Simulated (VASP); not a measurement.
# NaF in VASP: one cell, several levels of theory, part 1 of 2

Zincblende NaF, under -5.0 % strain along x alone is computed at one geometry. Runs: PBE, r2SCAN. The results are then set beside those of Ansatz 0.2.0 for the same cell. This is a trial cell built on a prototype, not taken from a measured structure, and it needn't be the compound's ground state.

Program: VASP 6.6.1. PAW datasets, plane waves. Values at 0 K without nuclear motion; spin polarisation is off, and the phase may be a hypothetical one.

## 1. The system as given

The cell comes from an earlier relaxation with r2SCAN in another program, then strained, with the atoms relaxed again.

Space group I-4m2 (No. 119), tetragonal; conventional cell a = 3.580 Å, c = 4.812 Å, 15.42 Å³ an atom. Around Na lie 4 F at 2.16 Å; around F lie 4 Na at 2.16 Å.

Structure file:

Space group I-4m2 (No. 119). a = 3.580 Å, b = 3.580 Å, c = 4.812 Å, α = 90.00°, β = 90.00°, γ = 90.00°
| atom | site | symmetry | x | y | z |
| --- | --- | --- | --- | --- | --- |
| Na | 2a | -4m2 | 0.0000 | 0.0000 | 0.0000 |
| F | 2d | -4m2 | 0.5000 | 0.0000 | 0.2500 |

## 2. Single point with PBE

File INCAR:

```
ENCUT = 520.000000
SIGMA = 0.020000
EDIFF = 1.00e-07
GGA = PE
PREC = Accurate
IBRION = -1
ISIF = 2
ISMEAR = -1
NBANDS = 14
NELM = 120
NSW = 0
LASPH = .TRUE.
LCHARG = .TRUE.
LELF = .TRUE.
LWAVE = .FALSE.
LREAL = .FALSE.
```

File KPOINTS:

```
KPOINTS created by Atomic Simulation Environment
0
Gamma
8 8 8
0 0 0
```

File KPOINTS_OPT:

```
special points
6
Reciprocal
0.0000000000 0.0000000000 0.0000000000 1
-0.5000000000 -0.5000000000 0.0000000000 1
-0.3750000000 -0.3750000000 0.2500000000 1
-0.3750000000 0.0000000000 0.3750000000 1
0.0000000000 0.0000000000 0.5000000000 1
-0.5000000000 -0.2500000000 0.2500000000 1
```

File POSCAR:

```
Na F
 1.0000000000000000
     0.0000000000000000    2.5312613679000000    2.5312613679000000
     2.4059639302000000    0.0000000000000000    2.5312613679000000
     2.4059639302000000    2.5312613679000000    0.0000000000000000
 Na  F
   1   1
Cartesian
  0.0000000000000000  0.0000000000000000  0.0000000000000000
  1.2029819651000000  1.2656306839500000  1.2656306839500000
```

Potentials: the recommended PBE PAW datasets, 14 valence electrons in the neutral cell.

Launch:

```sh
$ mpirun -np 1 vasp_std
```

Printed to the terminal (iteration lines stand in OSZICAR):

```text
POSCAR found type information on POSCAR NaF
 POSCAR found :  2 types and       2 ions
 LDA part: xc-table for (Slater+PW92), standard interpolation
 POSCAR, INCAR and KPOINTS ok, starting setup
 FFT: planning ... GRIDC
 FFT: planning ... GRID_SOFT
 FFT: planning ... GRID
 WAVECAR not read
 entering main loop
 Start KPOINTS_OPT (optional k-point list driver)
k-point batch [1-6\6]
```

OSZICAR:

```text
N       E                     dE             d eps       ncg     rms          rms(c)
DAV:   1     0.112539843222E+03    0.11254E+03   -0.76445E+03  1682   0.114E+03
DAV:   2    -0.341759266022E+01   -0.11596E+03   -0.10823E+03  1808   0.330E+02
DAV:   3    -0.947494233702E+01   -0.60573E+01   -0.60438E+01  2042   0.716E+01
DAV:   4    -0.952885366846E+01   -0.53911E-01   -0.53909E-01  1904   0.741E+00
DAV:   5    -0.952950499759E+01   -0.65133E-03   -0.65133E-03  2126   0.810E-01    0.606E+00
DAV:   6    -0.835324362755E+01    0.11763E+01   -0.41250E+00  2364   0.170E+01    0.203E+00
DAV:   7    -0.833854383734E+01    0.14700E-01   -0.37495E-02  1736   0.202E+00    0.119E+00
DAV:   8    -0.834925714702E+01   -0.10713E-01   -0.41486E-02  1778   0.311E+00    0.204E-01
DAV:   9    -0.835156133543E+01   -0.23042E-02   -0.82748E-03  2030   0.104E+00    0.174E-01
DAV:  10    -0.835128502116E+01    0.27631E-03   -0.33152E-03  1844   0.775E-01    0.218E-02
DAV:  11    -0.835127835885E+01    0.66623E-05   -0.75754E-05  1970   0.103E-01    0.772E-03
DAV:  12    -0.835128469227E+01   -0.63334E-05   -0.25269E-05  1784   0.445E-02    0.812E-03
DAV:  13    -0.835128393443E+01    0.75783E-06   -0.28728E-06  2132   0.166E-02    0.125E-03
DAV:  14    -0.835128378229E+01    0.15215E-06   -0.10720E-07  1766   0.535E-03    0.176E-04
DAV:  15    -0.835128378346E+01   -0.11685E-08   -0.89617E-09  1072   0.107E-03
   1 F= -.83512838E+01 E0= -.83512838E+01  d E =-.331747E-10
       N       E                     dE             ncg
DAV:   1     0.866521053866E+03   -0.33404E+04      168
DAV:   2     0.234237628536E+03   -0.63228E+03      186
DAV:   3     0.201843249326E+03   -0.32394E+02      210
DAV:   4     0.201529554649E+03   -0.31369E+00      192
DAV:   5     0.201525897753E+03   -0.36569E-02      222
DAV:   6     0.201525834453E+03   -0.63300E-04      186
DAV:   7     0.201525833130E+03   -0.13233E-05      234
DAV:   8     0.201525833104E+03   -0.25947E-07      138
```

The lines after F= are the extra pass for the points of KPOINTS_OPT, at fixed density; their E is not a total energy.

OUTCAR, selected sections:

```text
k-points           NKPTS =     59   k-points in BZ     NKDIM =     59   number of bands    NBANDS=     14

   NELECT =      14.0000    total number of electrons

   dimension x,y,z NGX =    28 NGY =   28 NGZ =   28
   dimension x,y,z NGXF=    56 NGYF=   56 NGZF=   56

  energy-cutoff  :      520.00
  volume of cell :       30.83
      direct lattice vectors                 reciprocal lattice vectors
     0.000000000  2.531261368  2.531261368    -0.207816914  0.197529977  0.197529977
     2.405963930  0.000000000  2.531261368     0.207816914 -0.197529977  0.197529977
     2.405963930  2.531261368  0.000000000     0.207816914  0.197529977 -0.197529977

 k-points in reciprocal lattice and weights: KPOINTS created by Atomic Simulation Env
   0.00000000  0.00000000  0.00000000       0.002
   0.12500000  0.00000000  0.00000000       0.016
   0.25000000  0.00000000  0.00000000       0.016
   0.37500000  0.00000000  0.00000000       0.016
   0.50000000  0.00000000  0.00000000       0.008
   0.12500000  0.12500000  0.00000000       0.008
   0.25000000  0.12500000  0.00000000       0.031
   0.37500000  0.12500000  0.00000000       0.031
[... 51 more k-points ...]

 E-fermi :  -2.7903

 k-point     1 :       0.0000    0.0000    0.0000
  band No.  band energies     occupation
      1     -22.0306      2.00000
      2     -21.9299      2.00000
      3     -21.9218      2.00000
      4     -21.9218      2.00000
      5      -3.2500      2.00000
      6      -3.2500      2.00000
      7      -3.2227      2.00000
      8       2.5383      0.00000
      9      16.5748      0.00000
     10      16.5748      0.00000
     11      16.7089      0.00000
     12      17.9715      0.00000
     13      17.9715      0.00000
     14      18.4440      0.00000

 k-point     2 :       0.1250    0.0000    0.0000
  band No.  band energies     occupation
      1     -22.2608      2.00000
      2     -21.9291      2.00000
      3     -21.9243      2.00000
      4     -21.6842      2.00000
      5      -3.4141      2.00000
      6      -3.2590      2.00000
      7      -3.2332      2.00000
      8       2.9792      0.00000
      9      14.6694      0.00000
     10      15.9472      0.00000
     11      16.3661      0.00000
     12      17.6415      0.00000
     13      17.8447      0.00000
     14      18.4835      0.00000

 k-point     3 :       0.2500    0.0000    0.0000
  band No.  band energies     occupation
      1     -22.4847      2.00000
      2     -21.9332      2.00000
      3     -21.9302      2.00000
      4     -21.4368      2.00000
      5      -3.7614      2.00000
      6      -3.2809      2.00000
      7      -3.2378      2.00000
      8       4.1058      0.00000
      9      12.0396      0.00000
     10      14.9132      0.00000
     11      15.5929      0.00000
     12      17.6814      0.00000
     13      18.0775      0.00000
     14      18.6227      0.00000

 k-point     4 :       0.3750    0.0000    0.0000
  band No.  band energies     occupation
      1     -22.6294      2.00000
      2     -21.9373      2.00000
      3     -21.9362      2.00000
      4     -21.2693      2.00000
      5      -4.0414      2.00000
      6      -3.3028      2.00000
      7      -3.2423      2.00000
      8       5.6138      0.00000
      9       9.6700      0.00000
     10      14.2201      0.00000
     11      14.9603      0.00000
     12      17.6450      0.00000
     13      18.6225      0.00000
     14      19.2319      0.00000

 k-point     5 :       0.5000    0.0000    0.0000
  band No.  band energies     occupation
      1     -22.6791      2.00000
      2     -21.9390      2.00000
      3     -21.9387      2.00000
      4     -21.2105      2.00000
      5      -4.1428      2.00000
      6      -3.3119      2.00000
      7      -3.2442      2.00000
      8       6.9772      0.00000
      9       8.0271      0.00000
     10      13.9834      0.00000
     11      14.7329      0.00000
     12      17.7104      0.00000
     13      18.8550      0.00000
     14      19.5476      0.00000

 k-point     6 :       0.1250    0.1250    0.0000
  band No.  band energies     occupation
      1     -22.3037      2.00000
      2     -21.9355      2.00000
      3     -21.9260      2.00000
      4     -21.6306      2.00000
      5      -3.4366      2.00000
      6      -3.2699      2.00000
      7      -3.2459      2.00000
      8       3.0971      0.00000
      9      14.6531      0.00000
     10      15.7452      0.00000
     11      15.9360      0.00000
     12      16.1758      0.00000
     13      19.0167      0.00000
     14      19.6187      0.00000

 k-point     7 :       0.2500    0.1250    0.0000
  band No.  band energies     occupation
      1     -22.4756      2.00000
      2     -21.9406      2.00000
      3     -21.9318      2.00000
      4     -21.4366      2.00000
      5      -3.6839      2.00000
      6      -3.2942      2.00000
      7      -3.2668      2.00000
      8       3.9543      0.00000
      9      12.6844      0.00000
     10      14.4022      0.00000
     11      15.3447      0.00000
     12      16.7647      0.00000
     13      19.0402      0.00000
     14      20.0198      0.00000

 k-point     8 :       0.3750    0.1250    0.0000
  band No.  band energies     occupation
      1     -22.6200      2.00000
      2     -21.9473      2.00000
      3     -21.9388      2.00000
      4     -21.2661      2.00000
      5      -3.9418      2.00000
      6      -3.3386      2.00000
      7      -3.2784      2.00000
      8       5.2828      0.00000
      9      10.4798      0.00000
     10      13.4670      0.00000
     11      14.8569      0.00000
     12      17.3832      0.00000
     13      19.2981      0.00000
     14      20.0383      0.00000

 k-point     9 :       0.5000    0.1250    0.0000
  band No.  band energies     occupation
      1     -22.6893      2.00000
      2     -21.9537      2.00000
      3     -21.9411      2.00000
      4     -21.1812      2.00000
      5      -4.0741      2.00000
      6      -3.3844      2.00000
      7      -3.2736      2.00000
      8       6.7958      0.00000
      9       8.5664      0.00000
     10      13.0333      0.00000
     11      14.5857      0.00000
     12      17.9192      0.00000
     13      19.3182      0.00000
     14      19.9856      0.00000

[... the tables of k-points 10 to 59 left out ...]

  Total        0.7915816      0.8287205      0.8287205      0.0000000      0.0000000      0.0000000
  in kB       41.1351602     43.0651109     43.0651109      0.0000000      0.0000000      0.0000000
  external PRESSURE =      42.4217940 kB  Pullay stress =       0.0000000 kB

 POSITION                                       TOTAL-FORCE (eV/Angst)
 -----------------------------------------------------------------------------------
      0.00000      0.00000      0.00000         0.000000      0.000000      0.000000
      1.20298      1.26563      1.26563        -0.000000     -0.000000     -0.000000
 -----------------------------------------------------------------------------------
    total drift:                               -0.000001      0.000001      0.000001

  FREE ENERGIE OF THE ION-ELECTRON SYSTEM (eV)
  ---------------------------------------------------
  free  energy   TOTEN  =        -8.3512837835 eV

  energy  without entropy=       -8.3512837834  energy(sigma->0) =       -8.35128378
```

Hardware: 1 MPI rank of Intel Xeon 6975P-C, shared host.

The levels at the points of KPOINTS_OPT are read from vasprun.xml.

Levels at the named points, in eV from the top of band v (v: the last filled band by count, c: the next):

```csv
point,v−1,v,c,c+1
Γ,-0.03,0.00,5.76,19.80
X,-0.17,-0.15,10.08,12.13
U,-0.42,-0.11,10.63,12.21
K,-0.42,-0.11,10.63,12.21
L,-0.09,-0.02,10.20,11.25
W,-0.49,-0.22,10.84,12.27
```

PBE gives a direct gap of 5.76 eV at Γ. Pressure: 4.24 GPa; the forces vanish within 0.01 eV/Å.

Axes a, b and c in the maps are those of this run's conventional cell (a, b, c = 3.580, 3.580, 4.812 Å).

Density in a lattice plane of the grid's cell (edges 3.58 and 4.81 Å, at 0.000 of the third edge), which holds Na and F.

Ten even steps from ' ' (0.00 e/Å³) to '@' (12.84 e/Å³):
```
##**--..                      ..--**
--::..                          ..::
                                    
                                    
                                    
                                    
                                    
                                    
                                    
                                    
                                    
                                    
              ..::--::..            
            ..--**%%**--..          
            ..==%%@@%%==..          
            ..--**%%**--..          
              ..::--::..            
--::..                          ..::
##**--..                      ..--**
@@##==..                      ..==##
```
Columns run along the first of these edges and rows up along the second, over one cell in 18 and 20 even steps from the bottom left corner. Atoms in the plane (fractional): Na at (0.00, 0.00), F at (0.50, 0.25).

ELF in the same plane.

Ten even steps from '0' (0.00) to '9' (0.82):
```
002420001210002420
234310000000001343
332100000000000123
000000000000000000
000000000000000000
000000000000000000
000000000000000000
000000000000000000
000000011211000000
000001234443210000
000023567776532000
000246789998764200
000357999999975300
000368998789986300
000269997579996200
000048998789984000
331015999999951013
233201589998510233
002310257775201320
001420014441002410
```
Columns run along the first of these edges and rows up along the second, over one cell in 18 and 20 even steps from the bottom left corner. Atoms in the plane (fractional): Na at (0.00, 0.00), F at (0.50, 0.25).

Both are smooth fields of the valence electrons: close to the nuclei they are not physical.

Maxima of ELF outside the ion cores: 0.83 in the shell around F, 0.6 Å from F.

(Continued in part 2 of 2.)
